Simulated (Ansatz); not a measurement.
**K**

```
K
1.0
    -2.61800    2.61800    2.61800
     2.61800   -2.61800    2.61800
     2.61800    2.61800   -2.61800
K
1
Direct
  0.00000 0.00000 0.00000
```

Structure: COD 9011006, as refined from experiment and not relaxed.

The calculation used DFT, PBE, all-electron LAPW, scalar-relativistic in Ansatz 0.2.0.

Settings: a Γ-centred 10×10×10 k mesh, Fermi–Dirac smearing of 0.08 eV, basis error target 0.5 meV/atom, no spin polarisation.

```
Pressure at this cell                             : 0.11 GPa
Band gap                                          : none: with an odd electron count and no spin polarisation the bands can't all be full, a metal in this set-up (spin order or a larger cell could open a gap)
Density of states at the Fermi level (0.2 eV bin) : 0.77 states/eV per cell
Volume per atom                                   : 71.77 Å³
```
